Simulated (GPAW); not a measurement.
# BN (F-43m) in GPAW: single point with PBE

Aim: the single point of BN with PBE.

All numbers are computed with GPAW 26.7.0; they aren't measurements. Logs are shortened: lines on timing, memory, paths and dates and some standing lists are left out, and cuts for length are marked. The log counts tension as positive stress, the text compression.

**Measured values to compare with.**

A printed reference work, monograph reports, for a bulk crystal of BN at 300 K: band gap 6.4 eV (indirect).

The runs below are set against these values where they give the same quantity.

### Step 1. Starting point

It takes space group F-43m (No. 216, cubic). The conventional cell has a = 3.626 Å, b = 3.626 Å, c = 3.626 Å, α = 90.00°, β = 90.00°, γ = 90.00°. N (site symmetry -43m) has 4 B at 1.57 Å as nearest neighbours. Around B (site symmetry -43m) lie 4 N at 1.57 Å.

The cell is a database's computed one.

### Step 2. Single point, PBE

Input file run.py:

```python
from ase import Atoms
from ase.dft.bandgap import bandgap
from ase.io import write
from ase.units import GPa
from gpaw import GPAW, PW

atoms = Atoms(['N', 'B'],
              cell=[[0.0, 1.813001, 1.813001],
                    [1.813001, 0.0, 1.813001],
                    [1.813001, 1.813001, 0.0]],
              scaled_positions=[[0.25, 0.25, 0.25],
                                [0.0, 0.0, 0.0]],
              pbc=True)

calc = GPAW(mode=PW(600),
            xc='PBE',
            kpts={'size': (10, 10, 10), 'gamma': True},
            occupations={'name': 'fermi-dirac', 'width': 0.05},
            nbands=11,
            maxiter=120,
            txt='gpaw.txt')
atoms.calc = calc
energy = atoms.get_potential_energy()
forces = atoms.get_forces()
stress = atoms.get_stress()
calc.write('gs.gpw')
write('result.traj', atoms)
print(f'Energy: {energy:.6f} eV')
print('Forces (eV/A):')
print(forces.round(4))
print('Stress (GPa):', (stress / GPa).round(3))
print('Fermi level:', round(calc.get_fermi_level(), 4), 'eV')
print(f'Gap: {bandgap(calc)[0]:.4f} eV, direct: {bandgap(calc, direct=True)[0]:.4f} eV')
```

Potentials or basis: GPAW PAW data sets (gpaw-data 1.2.1), pw.

On the command line:

```sh
OMP_NUM_THREADS=1 python run.py
```

gpaw.txt:

```text
__  _  _
 | _ |_)|_||  |
 |__||  | ||/\| - 26.7.0

Input parameters:
  mode=PW(ecut=600.0),
  kpts=MonkhorstPack(size=(10, 10, 10), gamma=True),
  maxiter=120,
  nbands=11,
  occupations=Occupations(name='fermi-dirac', width=0.05),
  xc=XC(name='PBE')

Diagonalizing LCAO Hamiltonian
Converting LCAO to pw mode

          N
       B

Atoms  # Å, Bohr magnetons
|   | symbol |        x |        y |        z |    initial magnetic moments |
|---|--------|----------|----------|----------|-----------------------------|
| 0 |      N | 0.906501 | 0.906501 | 0.906501 | ( 0.0000,  0.0000,  0.0000) |
| 1 |      B | 0.000000 | 0.000000 | 0.000000 | ( 0.0000,  0.0000,  0.0000) |

Unit cell  # Å
| periodic |        x |        y |        z |  lengths |    angles |
|----------|----------|----------|----------|----------|-----------|
|      yes | 0.000000 | 1.813001 | 1.813001 | 2.563971 | 60.000000 |
|      yes | 1.813001 | 0.000000 | 1.813001 | 2.563971 | 60.000000 |
|      yes | 1.813001 | 1.813001 | 0.000000 | 2.563971 | 60.000000 |

Number of symmetries: 24
Symmetry operations  # r_c * U_cc + t_c -> r_c
|    | kind |            matrix            |
|----|------|------------------------------|
|  0 |  E   |  1, 0, 0,  0, 1, 0,  0, 0, 1 |
|  1 |  σ   |  1, 0, 0,  0, 0, 1,  0, 1, 0 |
|  2 |  σ   |  1, 0,-1,  0, 1,-1,  0, 0,-1 |
|  3 |  C3  |  1, 0,-1,  0, 0,-1,  0, 1,-1 |
|  4 |  C3  |  1,-1, 0,  0,-1, 1,  0,-1, 0 |
|  5 |  σ   |  1,-1, 0,  0,-1, 0,  0,-1, 1 |
|  6 |  σ   |  0, 1, 0,  1, 0, 0,  0, 0, 1 |
|  7 |  C3  |  0, 1, 0,  0, 0, 1,  1, 0, 0 |
|  8 |  C2  |  0, 1,-1,  1, 0,-1,  0, 0,-1 |
|  9 |  S4  |  0, 1,-1,  0, 0,-1,  1, 0,-1 |
| 10 |  C3  |  0, 0, 1,  1, 0, 0,  0, 1, 0 |
| 11 |  σ   |  0, 0, 1,  0, 1, 0,  1, 0, 0 |
| 12 |  S4  |  0, 0,-1,  1, 0,-1,  0, 1,-1 |
| 13 |  C3  |  0, 0,-1,  0, 1,-1,  1, 0,-1 |
| 14 |  S4  |  0,-1, 1,  1,-1, 0,  0,-1, 0 |
| 15 |  C2  |  0,-1, 1,  0,-1, 0,  1,-1, 0 |
| 16 |  C3  |  0,-1, 0,  1,-1, 0,  0,-1, 1 |
| 17 |  S4  |  0,-1, 0,  0,-1, 1,  1,-1, 0 |
| 18 |  S4  | -1, 1, 0, -1, 0, 1, -1, 0, 0 |
| 19 |  C3  | -1, 1, 0, -1, 0, 0, -1, 0, 1 |
| 20 |  C3  | -1, 0, 1, -1, 1, 0, -1, 0, 0 |
| 21 |  S4  | -1, 0, 1, -1, 0, 0, -1, 1, 0 |
| 22 |  σ   | -1, 0, 0, -1, 1, 0, -1, 0, 1 |
| 23 |  C2  | -1, 0, 0, -1, 0, 1, -1, 1, 0 |

BZ-sampling:
  Number of BZ points: 1000
  Number of IBZ points: 47

  Monkhorst-Pack size: [10, 10, 10]
  Monkhorst-Pack shift: [0.05, 0.05, 0.05]

K-points  # in reciprocal-cell coordinates
|     |                                coordinates |     weight |
|-----|--------------------------------------------|------------|
|   0 | (  0.00000000,   0.00000000,   0.00000000) | 0.00100000 |
|   1 | (  0.10000000,   0.10000000,   0.00000000) | 0.00600000 |
|   2 | (  0.10000000,   0.10000000,   0.10000000) | 0.00800000 |
|   3 | (  0.20000000,   0.10000000,   0.10000000) | 0.01200000 |
|   4 | (  0.20000000,   0.20000000,   0.00000000) | 0.00600000 |
|   5 | (  0.20000000,   0.20000000,   0.10000000) | 0.02400000 |
|   6 | (  0.20000000,   0.20000000,   0.20000000) | 0.00800000 |
|   7 | (  0.30000000,   0.20000000,   0.10000000) | 0.02400000 |
|   8 | (  0.30000000,   0.20000000,   0.20000000) | 0.02400000 |
|   9 | (  0.30000000,   0.30000000,   0.00000000) | 0.00600000 |
| ... |                                            |            |
|  46 | (  0.50000000,   0.50000000,   0.50000000) | 0.00400000 |

Plane wave coefficients: 411
Cutoff: 600.0 eV

Spin-components: 1 (collinear spins)
Bands:           11
Projectors:      10
Spin-degeneracy: 2
Datatype:        complex128

Parallelization:
  kpt:    1
  domain: 1
  band:   1

Density:
  Valence electrons: 8.0
  Components: 1
  Grid points: [15 15 15]
  Charge: 0.0  # |e|

Potential:
  Grid points: [15 15 15]

species:
  N:
    name:    Nitrogen
    Z:       7.0
    valence: 5
    core:    2
    charge:  0.0  # [|e|]
    compensation charges:
      type: gauss
      rc: 0.18  # [Å]
      lmax: 2
    cutoffs:
      filter: 1.11  # [Å]
      core: 0.96  # [Å]
    projectors
    | kind |    occ | energy [eV] | rcut [Å] |
    |------|--------|-------------|----------|
    |   2s |  2.000 |     -18.583 |    0.603 |
    |   2p |  3.000 |      -7.089 |    0.529 |
    |    s |        |       8.629 |    0.603 |
    |    p |        |      20.123 |    0.529 |
    |    d |        |       0.000 |    0.577 |

    Using partial waves for N as LCAO basis

  B:
    name:    Boron
    Z:       5.0
    valence: 3
    core:    2
    charge:  0.0  # [|e|]
    compensation charges:
      type: gauss
      rc: 0.20  # [Å]
      lmax: 2
    cutoffs:
      filter: 1.14  # [Å]
      core: 1.38  # [Å]
    projectors
    | kind |    occ | energy [eV] | rcut [Å] |
    |------|--------|-------------|----------|
    |   2s |  2.000 |      -9.443 |    0.635 |
    |   2p |  1.000 |      -3.606 |    0.635 |
    |    s |        |      17.768 |    0.635 |
    |    p |        |      23.605 |    0.635 |
    |    d |        |       0.000 |    0.635 |

    Using partial waves for B as LCAO basis

Reference energy: -2151.211071  # eV

eigensolver:
  PPCG
  Converge bands: occupied
  niter=2

density mixing:
  MSR1-Mixer
  Pratt-step length: 0.05
  Maximum mixing coefficient: 0.75
  Old densities: 10
  SVD Regularization: 0.005
  Good broyden scale: 1.0
  Trust region scale: 1.0
  Backstep threshold: 4.0
  History deletion threshold: 6.0
  Fourier metric: weight=20.0, sigma=0.015

occupation numbers:
  Fermi-Dirac:
    width: 0.0500  # eV

poisson solver:
  ecut: 4800.0  # eV

xc functional:
  name: PBE with 2 nearest neighbor stencil

convergence criteria:
- Maximum [total energy] change in last 3 cyles: 0.0005 eV / valence electron
- Maximum integral of absolute [dens]ity change: 0.0001 electrons / valence electron
- Maximum integral of absolute [eigenst]ate change: 4e-08 eV^2 / valence electron
maximum number of iterations: 120

SCF iterations
|iter     | |      energy | eigst |  dens |
|---------|-|-------------|-------|-------|
|iter:   1| |  -18.114678 | +0.06 |       |
|iter:   2| |  -17.949524 | -2.14 | -0.75 |
|iter:   3| |  -17.329988 | -1.41 | -0.79 |
|iter:   4| |  -17.322454 | -3.00 | -1.38 |
|iter:   5| |  -17.322092 | -3.51 | -1.83 |
|iter:   6| |  -17.322154c| -5.49 | -2.59 |
|iter:   7| |  -17.322154c| -7.16 | -3.56 |
|iter:   8| |  -17.322154c| -8.93c| -4.30c|

Converged in 8 steps
Energy contributions relative to reference atoms: (reference = -2151.211071)

Energy contributions:
  Kinetic:          14.594008
  Coulomb:         -13.804903
  Zero:              0.000182
  External:          0.000000
  Xc:              -18.111440
  Entropy:          -0.000000
  Spinorbit:         0.000000
  ----------------------------
  Free energy:     -17.322154
  Extrapolated:    -17.322154

dipole moment: (-7.320909, -7.320909, -7.320909)  # |e|*Ang

Fermi level: 12.171
Eigenvalues  # (at kpt = [0.000, 0.000, 0.000])
| band index |      eig [eV] | occ [0-2] |
|------------|---------------|-----------|
|          0 |       -10.185 |     2.000 |
|          1 |         9.961 |     2.000 |
|          2 |         9.961 |     2.000 |
|          3 |         9.961 |     2.000 |
|          4 |        18.744 |     0.000 |
|          5 |        18.744 |     0.000 |
|          6 |        18.744 |     0.000 |
|          7 |        20.144 |     0.000 |
|          8 |        34.548 |     0.000 |
|          9 |        37.788 |     0.000 |
|         10 |        37.986 |     0.000 |

Gap: 4.445 eV
Transition (v -> c):
  (s=0, k=0, n=3, [0.00, 0.00, 0.00]) -> (s=0, k=41, n=4, [0.50, 0.50, 0.00])
Direct/indirect transitions are different
Direct gap: 8.782 eV
Transition at: (s=0, k=0, n=3, [0.00, 0.00, 0.00])

Forces  # eV/Ang
|       x |        y |        z |
|---------|----------|----------|
| 0.00000 | -0.00000 | -0.00000 |  # N    0
| 0.00000 | -0.00000 | -0.00000 |  # B    1

Stress tensor  # eV/Ang^3
|        x |        y |        z |
|----------|----------|----------|
| 0.078464 | 0.000000 | 0.000000 |
| 0.000000 | 0.078464 | 0.000000 |
| 0.000000 | 0.000000 | 0.078464 |

# Writing to gs.gpw (mode='')
```

Wall time 5.9 s (1 thread of Arm Neoverse V1, shared host); peak memory 0.12 GiB.

What came out:

- Free energy: -17.3222 eV
- Pressure: -12.6 GPa
- Band gap on the k mesh: 4.44 eV, indirect (least direct gap 8.78 eV)

Levels at points of the mesh, in eV from the valence-band top:
```tsv
k point	band 1	band 2	band 3	band 4	band 5	band 6	band 7
(0.00, 0.00, 0.00)	-20.15	0.00	0.00	0.00	8.78	8.78	8.78
(0.50, 0.50, 0.00)	-14.63	-8.86	-4.86	-4.86	4.44	9.18	17.82
(0.50, 0.50, 0.50)	-15.98	-10.61	-1.91	-1.91	10.02	10.67	10.67
```

Caveat: the cutoff is short for stress and forces, so pressures can be off by a GPa or more.

### Step 3. How close it comes

Step 2. A measured gap of BN is 6.4 eV (indirect; 300 K; a printed reference work, monograph); the calculated 4.44 eV misses it by -1.96 eV. The value is that of PBE on a finite k mesh, which can miss the band edges, without temperature or zero-point motion. Semilocal functionals fall short of measured gaps as a rule. The cell is a database's relaxed one, not the measured one, which moves gaps too.
